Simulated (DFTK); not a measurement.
Runs of DFTK 0.8.2 on CoO. Symmetry: Fm-3m, No. 225, cubic system. The conventional cell has a = 4.263 Å, b = 4.263 Å, c = 4.263 Å, α = 90.00°, β = 90.00°, γ = 90.00°. Co (site symmetry m-3m) has 6 O at 2.13 Å as nearest neighbours. O (site symmetry m-3m) has 6 Co at 2.13 Å as nearest neighbours. 

```csv
task,level,potentials or basis,k mesh,cutoff (eV),mesh quality,gap on the mesh (eV),pressure (GPa),moment (μB),V0 of scaled cells (Å³/atom),B0 (GPa)
band structure,LDA-VWN,dojo.nc.sr.lda.v0_4_1.standard.upf (LDA),8 × 8 × 8,1306,not flagged,none,-20.1,2.87,-,-
band structure,RPBE,dojo.nc.sr.pbe.v0_5.standard.upf (PBE),8 × 8 × 8,1306,not flagged,none,3.7,2.99,-,-
equation of state,OLYP,SPMS 1.0 (PBE),7 × 7 × 7,1225,coarse,-,-,-,(c),169
band structure,PBE,SG15 1.2 (PBE),9 × 9 × 9,1225,not flagged,none,(b),(a),-,-
equation of state,RPBE,dojo.nc.sr.pbe.v0_5.standard.upf (PBE),7 × 7 × 7,1306,coarse,-,-,-,9.89,171
```

Alike in all rows: spin collinear, ferromagnetic start; cell as given; smearing fermi-dirac 0.05 eV.

**Question.** Fill in the values left out.

**Answer.** (a) 2.98; (b) -1.3; (c) 9.71.

Caveats: some runs use coarse meshes; a cell with one magnetic atom can't hold antiferromagnetic order, which such compounds often take (some runs); semilocal functionals often make such compounds metallic where correlation or magnetic order opens a gap, which also shifts bond lengths (some runs); the potentials were made for another functional, which shifts forces and pressure (some runs); so large a pressure means that the cell lies far from this level's equilibrium, or that cutoff or potentials fall short (some runs).

A gap of «none» marks a metal or a gap under the smearing width.
